**Question**

The table follows the energy levels of wurtzite silicon carbide through reciprocal space, calculated with the PBEsol functional and without spin-orbit coupling. Levels b1, b2 and b3 are the three highest filled levels, counted downwards; a1 and a2 are the two lowest empty ones, counted upwards. Zero lies in the middle of the gap.

Ansatz 0.2.0, scalar-relativistic DFT with the PBEsol functional, plane waves and PAW, without spin polarization, for SiC (space group P6_3mc, 4 atoms per cell) at fixed geometry. The plane-wave cutoff is 420 eV, the k mesh 12×12×6 and the Gaussian smearing width 0.02 eV. Levels are counted from the Fermi level, which is set at mid-gap.

```tsv
row	band distance (1/Å)	level b3 from the Fermi level (eV)	level b2 from the Fermi level (eV)	level b1 from the Fermi level (eV)	level a1 from the Fermi level (eV)	level a2 from the Fermi level (eV)
1	0.000	-1.187	-1.076	-1.076	3.530	4.897
2	0.503	-3.377	-1.826	-1.541	3.160	5.134
3	1.006	-4.318	-3.967	-2.217	1.669	3.150
4	1.367	-5.028	-4.382	-2.802	2.476	2.658
5	1.657	-5.663	-4.611	-4.411	1.405	5.558
6	2.044	-5.880	-4.541	-4.368	1.385	6.255
7	2.625	-3.359	-2.130	-2.004	4.314	4.468
8	3.205	-1.187	-1.076	-1.076	3.530	4.897
9	3.471	-2.267	-1.243	-1.243	3.736	5.516
10	3.736	-1.930	-1.640	-1.640	4.337	4.922
11	4.160	-3.121	-2.212	-2.212	4.400	4.400
12	4.663	-3.757	-3.262	-3.262	2.458	2.458
13	5.095	-3.834	-3.243	-3.243	2.206	2.206
14	5.385	-5.630	-2.953	-2.953	3.217	3.217
15	5.675	-6.703	-2.810	-2.810	3.838	3.838
16	6.256	-4.470	-3.561	-3.561	3.822	3.822
17	6.837	-2.309	-1.956	-1.956	4.860	4.860
18	7.163	-3.831	-3.164	-3.076	1.795	2.184
19	7.428	-4.268	-3.773	-2.504	1.727	2.405
20	7.649	-6.703	-2.810	-2.810	3.838	3.838
21	7.915	-5.737	-3.652	-3.652	2.616	4.988
22	8.180	-4.962	-4.962	-4.962	1.189	6.901
```

Rows 1 and 8 are the point Γ. Rows 2 and 3 lie between Γ and M, rows 4 and 5 between M and K, rows 6 and 7 between K and Γ, and rows 9 and 10 between Γ and A. Rows 11 to 17 run over the top face of the Brillouin zone, from the line A–L past L and H and back towards A. Rows 18 and 19 lie between L and M; row 20 is H, and rows 21 and 22 lead from there towards K.

The cell is $c = 5.074$ Å high and holds two Si–C bilayers. At Γ there is a second, deeper pair of equal filled levels at −2.390 eV.

1. From Γ towards A, b3 first falls and then rises. Explain this, and check how well the levels in row 9 follow from those at Γ.
2. Why does a1 equal a2 in rows 11 to 17 and 20, and in no other row?
3. Where is the lowest empty level, and why does a1 pass over a hump on the way there from M?

**Model answer**

*Part 1.* The labels rank levels by energy at each point, so a label can pass from one band to another. The two bilayers in the cell are equivalent: a screw operation, half a turn plus a shift by $c/2$, carries one into the other. Along the stacking direction the crystal is therefore a chain with repeat $c/2$, and a band of this chain needs a zone twice as long as the one in the table. Its second half is folded back at A and appears as a separate, lower level.

Suppose that each bilayer couples only to its two neighbours. A wave on such a chain has an energy that varies as a cosine of the phase step between bilayers, $k_z c/2$, where $k_z$ is the distance from Γ. The upper and lower pairs at Γ are the two ends of this one band, which gives

$$E_\pm = E_0 \pm \tfrac{1}{2}\Delta\cos(k_z c/2).$$

Here $E_0$ is the midpoint of the two pairs at Γ and $\Delta$ their separation:

$$E_0 = \frac{-1.076-2.390}{2} = -1.733\ \text{eV},\qquad \Delta = 2.390-1.076 = 1.314\ \text{eV}.$$

For row 9, $k_z = 3.471-3.205 = 0.266$ Å⁻¹. The phase step is $0.266\times5.074/2 = 0.675$, and its cosine is 0.781. Hence

$$E_\pm = -1.733 \pm 0.657\times0.781 = -1.220\ \text{and}\ -2.246\ \text{eV}.$$

The table has −1.243 eV for b1 and b2, and −2.267 eV for b3. So b3 in row 9 fits the lower, folded half of the band, which must climb to meet the upper half at A. That climb is the rise seen in row 10.

At Γ, however, b3 is a different state, a single level just below the upper pair. By row 9 it has sunk by at least 1.08 eV, because it can lie no higher than the new b3, while the upper pair has sunk by only 0.17 eV. Bonding theory explains the contrast. The single level is expected to be built from p orbitals that point along $c$ and overlap head-on through the vertical bonds, and the pair from p orbitals lying in the layers, which overlap only sideways along $c$. The cosine does not carry over to this wide band. Its folded partner should be the next filled level down at Γ, at −9.745 eV in the same calculation, and with it the formula would place the band above b3 in row 9, where the table has no such level. The real band falls faster near Γ than a single cosine allows.

The same argument applies within the layers. On the way from Γ to M, the p orbital along the direction of travel should disperse strongly and the other two weakly. Row 2 agrees: b1 and b2 are still above −2 eV, while the steep band has sunk below −3.377 eV. The label b3 has already passed to the flatter member of the lower pair from Γ, and the steep band lies just beneath it. Nearer M the picture holds only for b1, since b2 steepens and has reached −3.967 eV by row 3.

*Part 2.* On the top face, two screw steps make a shift by $c$, which multiplies the wave by −1. Combined with time reversal, the screw leaves each point of this face in place, and applying the combination twice also gives −1. No single state can satisfy this, so every level there has a partner of equal energy. Off the face the rule lapses, and a1 and a2 separate.

The filled levels b1 and b2 are also equal in some rows off the face. There the cause is the rotation axis along the vertical line through Γ or through K, together with vertical mirror or glide planes, which carry the two states of a pair into each other. The empty levels a1 and a2 are not such a pair, so they show the effect of the face alone.

*Part 3.* The lowest empty level is at K, between rows 5 and 6, where the same calculation gives 1.076 eV. The highest filled level is at Γ, so the gap is indirect and measures 2.15 eV. PBEsol generally makes gaps too small, and the cell is slightly stretched for this functional, so this is not a prediction of the measured gap.

The hump near row 4 is a crossing. One band rises from M while another falls towards K, and at row 4 they are less than 0.2 eV apart. At the next point of the path the energies continue smoothly only if a1 and a2 exchange labels. The valleys at M and K thus belong to different bands along this line.

The route down from the top face shows where K gains its depth. From H to K the lowest empty level falls by 2.76 eV; from row 18, between L and M, to M it falls by only 0.24 eV. The pair from L has already split at row 18, so the whole fall from L should be larger. Row 13, on the face a little past L towards H, lies 0.65 eV above M. The level appears to climb from L towards H, so this is probably an upper bound, and it is still far less than the fall from H. K wins although its starting point H, at 3.838 eV, is much the higher of the two. The paired levels at H separate very strongly once the face is left, and a1 follows the lower branch.

**Remarks on the reasoning**

The cosine takes both its constants from Γ, so rows 9 and 10 test it. It gives the separation of b1 and b3 to within a few thousandths of an eV in both rows, whereas a parabola closing at A is too wide by 0.06 eV in row 10. Both predicted levels lie slightly too high, by up to 0.05 eV. A weak coupling between second-neighbour bilayers would shift both together, in proportion to $1-\cos(k_z c)$. The shift in row 10 should then be about 2.4 times that in row 9, and the table agrees, though two rows cannot prove the cause. The printed output after this text lists the comparison.

A good answer does not give every coincidence a symmetry. In row 22 three filled levels agree at −4.962 eV, although symmetry there forces at most two levels to agree. Between rows 21 and 22 the pair falls and the single level rises, so a crossing is plausible. Symmetry does not fix where it falls, and its closeness to this row looks like chance.

For another crystal with two layers related by such a screw, first join the levels in pairs at the top face, and only then read off bands. What remains open here is why the empty band at K depends so strongly on the phase between bilayers. To answer that, one would have to see where in the crystal this state has its density.

Output of the analysis:

```
separation of the two valence doublets at Gamma (eV): 1.314
row 9, upper doublet from the cosine (eV): -1.22
row 9, cosine less computed b1 (eV): 0.02299
row 9, lower doublet from the cosine (eV): -2.246
row 9, cosine less computed b3 (eV): 0.02101
row 10, upper doublet from the cosine (eV): -1.587
row 10, cosine less computed b1 (eV): 0.05272
row 10, lower doublet from the cosine (eV): -1.879
row 10, cosine less computed b3 (eV): 0.05128
row 9, computed separation b1 less b3 (eV): 1.024
row 9, separation from the cosine (eV): 1.026
row 9, separation from the parabola (eV): 1.071
row 10, computed separation b1 less b3 (eV): 0.29
row 10, separation from the cosine (eV): 0.2914
row 10, separation from the parabola (eV): 0.3475
least fall of the Gamma singlet from row 8 to row 9 (eV): 1.08
fall of the upper doublet from row 8 to row 9 (eV): 0.167
rise of b3 from row 9 to row 10 (eV): 0.337
band rising from M, step into row 4 (eV): 0.376
band rising from M, step out of row 4 with labels exchanged (eV): 0.441
band falling towards K, size of step into row 4 (eV): 0.167
band falling towards K, size of step out of row 4 with labels exchanged (eV): 0.203
fall of the lowest empty level from H to K (eV): 2.762
fall of the lowest empty level from row 18 near L to M (eV): 0.238
K valley below M valley (eV): 0.481
gap from Gamma to K (eV): 2.152
false gap from the printed rows alone (eV): 2.265
```
